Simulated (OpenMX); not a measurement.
PtS2 in OpenMX: convergence with VNA

Input of the first run (VNA 1 3); the others differ in this setting and in those tied to it:

The input PtS2.dat:

```
System.CurrrentDirectory             ./
System.Name                          PtS2
DATA.PATH                            ./DFT_DATA13
level.of.stdout                      1
level.of.fileout                     0
Species.Number                       2
<Definition.of.Atomic.Species
  Pt  Pt7.0-s3p2d2           Pt_PBE13
  S   S7.0-s2p2d1            S_PBE13
Definition.of.Atomic.Species>

Atoms.Number                         3
Atoms.SpeciesAndCoordinates.Unit     FRAC
<Atoms.SpeciesAndCoordinates
    1  Pt   -0.0111560000   -0.0159470000    0.0021870000   8.000  8.000
    2  S     0.6764750000    0.3295690000    0.7680190000   3.000  3.000
    3  S     0.3266990000    0.6592340000    0.2325730000   3.000  3.000
Atoms.SpeciesAndCoordinates>

Atoms.UnitVectors.Unit               Ang
<Atoms.UnitVectors
     3.5432000000    0.0000000000    0.0000000000
    -1.7716000000    3.0685012107    0.0000000000
     0.0000000000    0.0000000000    5.0388000000
Atoms.UnitVectors>

scf.XcType                           GGA-PBE
scf.SpinPolarization                 off
scf.ElectronicTemperature            580.226
scf.energycutoff                     400.0
scf.maxIter                          100
scf.EigenvalueSolver                 band
scf.Kgrid                            7 7 5
scf.Mixing.Type                      rmm-diisk
scf.Init.Mixing.Weight               0.05
scf.Min.Mixing.Weight                0.001
scf.Max.Mixing.Weight                0.3
scf.Mixing.History                   25
scf.Mixing.StartPulay                8
scf.criterion                        1.0e-8
scf.stress.tensor                    on
MD.Type                              nomd
scf.BufferL.VNA                      1
scf.RadialF.VNA                      3
```

Potentials or basis: OpenMX 2013 PBE set, Pt7.0-s3p2d2, S7.0-s2p2d1, grid cutoff 400 Ry.

Run with:

```sh
$ openmx PtS2.dat -nt 1 > PtS2.std
```

The cell isn't the ideal one: atoms moved at random, drawn with an rms of 0.05 Å.

Hardware: 1 thread of Arm Neoverse V1, on a shared host.

Question: The values tried are 1 3, 2 4, 3 6, 4 8, 5 10, 6 12, 6 16, loosest first. From which on does the gap on the mesh stay within 0.01 eV of the tightest run that finished?

Answer: From 4 8 on.

| VNA | energy less the tightest run, at zero smearing (meV/atom) | pressure (GPa) | largest force (eV/Å) | gap on the mesh (eV) | SCF cycles | CPU time (s) | peak memory (GiB) |
| --- | --- | --- | --- | --- | --- | --- | --- |
| 1 3 | -999.17 | 733.80 | 13.705 | 0.000 | 19 | 72 | 0.62 |
| 2 4 | 30.02 | 15.95 | 1.757 | 0.666 | 19 | 73 | 0.61 |
| 3 6 | 7.78 | 14.94 | 1.752 | 0.731 | 19 | 75 | 0.64 |
| 4 8 | 6.78 | 14.76 | 1.762 | 0.727 | 19 | 78 | 0.7 |
| 5 10 | -0.40 | 14.53 | 1.727 | 0.720 | 19 | 80 | 0.68 |
| 6 12 | -0.07 | 14.50 | 1.729 | 0.717 | 19 | 85 | 0.75 |
| 6 16 | 0.00 | 14.50 | 1.729 | 0.717 | 19 | 89 | 0.71 |

Against the tightest run, the energy stays within 1 meV/atom from 5 10 on; the pressure stays within 0.1 GPa from 5 10 on; the largest force stays within 0.005 eV/Å from 5 10 on. The tightest run that finished is the yardstick and may itself not be fully converged.

Caveat, for the tightest run too: spin-orbit coupling is left out, which moves the levels of the heavy elements; an odd mesh through Γ misses points on the zone boundary, where band edges often lie; the basis of atomic orbitals isn't converged, which shifts pressures, moduli and gaps.
